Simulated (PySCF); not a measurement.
Compound: C5H5N.
Bonds: C1–C2 (aromatic), C2–C3 (aromatic), C3–N4 (aromatic), N4–C5 (aromatic), C5–C6 (aromatic), C1–C6 (aromatic). Hydrogens: H7 on C1; H8 on C2; H9 on C3; H10 on C5; H11 on C6.

NICS = −σ at a ghost point: NICS(0) at the centroid of the ring atoms, NICS(1) 1 Å to either side along the normal of their mean plane, zz for the tensor component along that normal. Level: GIAO PBE0/pcSseg-1 (PySCF, non-relativistic, gas phase) on the GFN2-xTB geometry, one conformer.

Ring bond lengths (Å), with Mayer bond orders in brackets: C1–C2 1.386 (1.43), C2–C3 1.387 (1.40), C3–N4 1.322 (1.48), N4–C5 1.322 (1.48), C5–C6 1.387 (1.40), C6–C1 1.386 (1.43).

Task: Give the NICS values of each ring in ppm.

Result: 
```json
{"ring": "C1–C2–C3–N4–C5–C6", "type": "6-membered ring with N; formal bonds all aromatic", "NICS(0)": "-7.3", "NICS(1), two faces": "-11.3 / -11.3", "NICS(1)zz, two faces": "-29.3 / -29.3", "rms pucker (Å)": "0.00", "centre to ring atoms, mean (Å)": "1.36"}
```

Task: What do they say, and how far can they be read as aromaticity?

Result: 
- C1–C2–C3–N4–C5–C6: mean NICS(1)zz -29.3 ppm, shielded. The ring is flat and has no four-coordinate atom; by the NICS criterion it is aromatic.

Task: And the bond-length index? HOMA = 1 − mean of α(R − Ropt)² over the ring bonds, with Krygowski's 1993 parameters (CC: Ropt 1.388 Å, α 257.7 Å⁻²; CN: Ropt 1.334 Å, α 93.52 Å⁻²).

Result: 
- C1–C2–C3–N4–C5–C6: HOMA 0.99; the largest term is that of C3–N4, α(R − Ropt)² = 0.01. The geometric and the magnetic index point the same way.

Task: What field does 9.4 T along the ring normal induce along that normal at the second NICS(1) probe listed for ring C1–C2–C3–N4–C5–C6, 1 Å off the ring?

Result: NICSzz × B0 = -29.3 ppm × 9.4 T = -275 μT, against the applied field.

Task: Give the inner angles of the rings and the Hirshfeld charges of the ring atoms.

Result: 
- C1–C2–C3–N4–C5–C6: C1 118.7° (-0.031 e), C2 118.2° (-0.052 e), C3 123.4° (+0.016 e), N4 118.1° (-0.164 e), C5 123.4° (+0.016 e), C6 118.2° (-0.052 e); sum 720.0° against 720° for a flat convex ring.
